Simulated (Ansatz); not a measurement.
zincblende-structured SrO

Method: r²SCAN, scalar-relativistic; no spin polarisation; PAW, 500 eV, 8×8×8 k-mesh, Gaussian smearing of 0.05 eV; code Ansatz. The datasets are Ansatz's generated set soft_2.

```
Sr O
1.0
     0.00000    2.79217    2.79217
     2.79217    0.00000    2.79217
     2.79217    2.79217    0.00000
Sr O
1 1
Cartesian
  0.0000 0.0000 0.0000
  1.3961 1.3961 1.3961
```

This is a trial structure; measured cells of the compound in the Crystallography Open Database are in space group Fm-3m (rock salt).

The cell has space group F-43m (read at 0.01 Å). In it the stress is 0.00, 0.00, 0.00, 0.00, 0.00, 0.00 GPa and the largest force component 0.000 eV/Å. Each change below starts from this cell, without further relaxation. Stress is in GPa, positive in compression, in the order xx, yy, zz, yz, xz, xy; energies are counted from the cell above.

What happens when atom 1 (Sr) is moved by 0.20 Å along x?

The energy changes by 105.2 meV per cell, and the force on it along the shift is -1.052 eV/Å (−F/u = 5.26 eV/Å²). Stress: 0.24, 1.56, 1.56, 4.04, 0.00, 0.00. The gap on the mesh goes from 2.89 eV to 2.83 eV.
| atom | Fx (eV/Å) | Fy | Fz |
| --- | --- | --- | --- |
| Sr1 | -1.052 | 0.000 | 0.000 |
| O2 | 1.052 | 0.000 | 0.000 |
In a harmonic crystal the energy would rise by −½F·u = ½ × 5.26 × 0.20² eV = 105.2 meV, which matches.

What stress follows from an engineering strain of -1 % in xy, atoms carried along?

0.01, 0.01, 0.00, 0.00, 0.00, 0.45 GPa; the energy changes by 0.6 meV per cell.
| atom | Fx (eV/Å) | Fy | Fz |
| --- | --- | --- | --- |
| Sr1 | 0.000 | 0.000 | -0.052 |
| O2 | 0.000 | 0.000 | 0.052 |
The change of the stress over the strain gives a clamped-atom stiffness of about 45 GPa for this component.

All atoms and the cell are disturbed at random:
```
CELL_PARAMETERS angstrom
0.03241 2.75340 2.74163
2.85151 -0.01065 2.78469
2.80926 2.75421 0.03160
ATOMIC_POSITIONS crystal
Sr 0.99722 0.00663 0.99441
O 0.25278 0.24337 0.25559
```
Give the energy change, the stress and the forces.

24.0 meV per cell; stress 1.54, 1.66, 1.74, 0.23, -2.31, 0.61 GPa. The gap on the mesh goes from 2.89 eV to 2.93 eV.
```
atom  Fx (eV/Å)      Fy      Fz
 Sr1     -0.029   0.417  -0.128
  O2      0.029  -0.417   0.128
```

Semilocal functionals underestimate band gaps, commonly by a third or more.
